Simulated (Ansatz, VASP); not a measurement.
# Mo in VASP and in Ansatz

```
Mo
1.0
     2.57127    0.00000    0.00000
     0.00000    2.57127    0.00000
     0.00000    0.00000    2.57127
Mo
1
Direct
  0.00000 0.00000 0.00000
```

Alike in both runs: functional PBEsol; k mesh 15 × 15 × 15; occupations fermi-dirac, width 0.1 eV; no spin polarisation.

Ansatz relaxed the structure, and its values are those at the end. VASP's run is a single point on that final structure, the one shown.

|  | VASP | Ansatz |
| --- | --- | --- |
| version | VASP 6.6.1 | Ansatz 0.2.0 |
| potentials or method | VASP PAW PBE potentials, release 64 (Mo_sv) | PAW with Ansatz's default frozen-core files, scalar-relativistic |
| plane-wave cutoff (eV) | 520 | 420 |
| valence electrons in the cell | 14 | 14 |

|  | VASP | Ansatz | Ansatz less VASP |
| --- | --- | --- | --- |
| pressure (GPa) | 0.5 | 0.0 | -0.54 |

Caveats: the PAW data sets were made with another functional, which shifts forces and pressure a little (VASP).
